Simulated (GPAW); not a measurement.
Input of a GPAW 26.7.0 run:

The input run.py:

```python
import numpy as np
from ase.dft.bandgap import bandgap
from ase.io import read, write
from ase.units import GPa
from gpaw import GPAW, PW
from gpaw.spinorbit import soc_eigenstates

atoms = read('POSCAR')

calc = GPAW(mode=PW(600),
            xc='M06-L',
            kpts={'size': (8, 8, 8), 'gamma': True},
            occupations={'name': 'fermi-dirac', 'width': 0.05},
            nbands=11,
            convergence={'density': 1e-05, 'energy': 1e-05},
            maxiter=150,
            txt='gpaw.txt')
atoms.calc = calc
energy = atoms.get_potential_energy()
forces = atoms.get_forces()
stress = atoms.get_stress()
calc.write('gs.gpw')
write('result.traj', atoms)
print(f'Energy: {energy:.6f} eV')
print('Forces (eV/A):')
print(forces.round(4))
print('Stress (GPa):', (stress / GPa).round(3))
print('Fermi level:', round(calc.get_fermi_level(), 4), 'eV')
print(f'Gap: {bandgap(calc)[0]:.4f} eV, direct: {bandgap(calc, direct=True)[0]:.4f} eV')

path = atoms.cell.bandpath('GXWKGLUWLK,UX', npoints=80, eps=1e-4)
bs_calc = calc.fixed_density(kpts=path, symmetry='off', nbands=21,
                             convergence={'bands': 'CBM+6.0', 'eigenstates': 1e-6}, txt='bands.txt')
bs = bs_calc.band_structure()
bs.write('bs.json')
print(f'Gap on the path: {bandgap(bs_calc)[0]:.4f} eV')

soc = soc_eigenstates(bs_calc, theta=54.7, phi=45, ignore_xc_potential=True)
np.savetxt('soc_bands.dat', soc.eigenvalues(), fmt='%.4f')
mesh = soc_eigenstates('gs.gpw', theta=54.7, phi=45, ignore_xc_potential=True)
np.savetxt('soc_mesh.dat', mesh.eigenvalues(), fmt='%.4f')
print('Fermi level with spin-orbit coupling:', round(mesh.fermi_level, 4), 'eV')
```

POSCAR

```
GaAs
1.0
    0.0000000000      2.8268500000      2.8268500000
    2.8268500000      0.0000000000      2.8268500000
    2.8268500000      2.8268500000      0.0000000000
As Ga
1 1
Direct
    0.7500000000      0.7500000000      0.7500000000
    0.0000000000      0.0000000000      0.0000000000
```

Potentials or basis: GPAW PAW data sets (gpaw-data 1.2.1), pw.

Run with:

```console
$ OMP_NUM_THREADS=1 python run.py
```

Q: What does it give for the band gap along the path?

A: 0.94 eV, direct.

Q: Predict the pressure.

A: 4.3 GPa.

Q: Predict the band gap on the k mesh.

A: 0.94 eV, direct.

Levels at the corners of the path, in eV from the valence-band top:
| point | band 6 | band 7 | band 8 | band 9 | band 10 | band 11 |
| --- | --- | --- | --- | --- | --- | --- |
| Γ | 0.00 | 0.00 | 0.00 | 0.94 | 0.94 | 3.93 |
| X | -2.83 | -2.75 | -2.75 | 1.45 | 1.45 | 1.75 |
| W | -3.63 | -3.49 | -3.45 | 4.59 | 4.61 | 4.98 |
| K | -3.98 | -2.37 | -2.37 | 2.05 | 2.05 | 4.76 |
| Γ | 0.00 | 0.00 | 0.00 | 0.94 | 0.94 | 3.93 |
| L | -1.36 | -1.15 | -1.15 | 1.26 | 1.26 | 4.94 |
| U | -3.98 | -2.37 | -2.37 | 2.05 | 2.05 | 4.76 |
| W | -3.63 | -3.49 | -3.45 | 4.59 | 4.61 | 4.98 |
| L | -1.36 | -1.15 | -1.15 | 1.26 | 1.26 | 4.94 |
| K | -3.98 | -2.37 | -2.37 | 2.05 | 2.05 | 4.76 |
| U | -3.98 | -2.37 | -2.37 | 2.05 | 2.05 | 4.76 |
| X | -2.83 | -2.75 | -2.75 | 1.45 | 1.45 | 1.75 |

Caveat: spin-orbit coupling was added after a scalar SCF, so levels and gaps hold it while energy, forces, pressure and moments don't; this program's spin-orbit splittings come out too wide for heavy elements; the PAW data sets were made with another functional, which shifts forces and pressure a little.

**The experiment to reproduce.**

“Evidence of valence band perturbations in GaAsN/GaAs(001): A combined variable-angle spectroscopic ellipsometry and modulated photoreflectance investigation”, 2008, arxiv:0805.2212 reports, for a bulk crystal of GaAs at 300 K: band gap 1.412 ± 0.01 eV (direct).

Against the measured gap of GaAs, 1.412 eV (direct; 300 K; “Evidence of valence band perturbations in GaAsN/GaAs(001): A combined variable-angle spectroscopic ellipsometry and modulated photoreflectance investigation”, 2008, arxiv:0805.2212), the calculated 0.94 eV is off by -0.47 eV. 3 values of this kind are on record (1.412 to 1.51 eV); this one was drawn at random among those near their median, those with a stated uncertainty first. The value is that of M06-L, without temperature or zero-point motion.
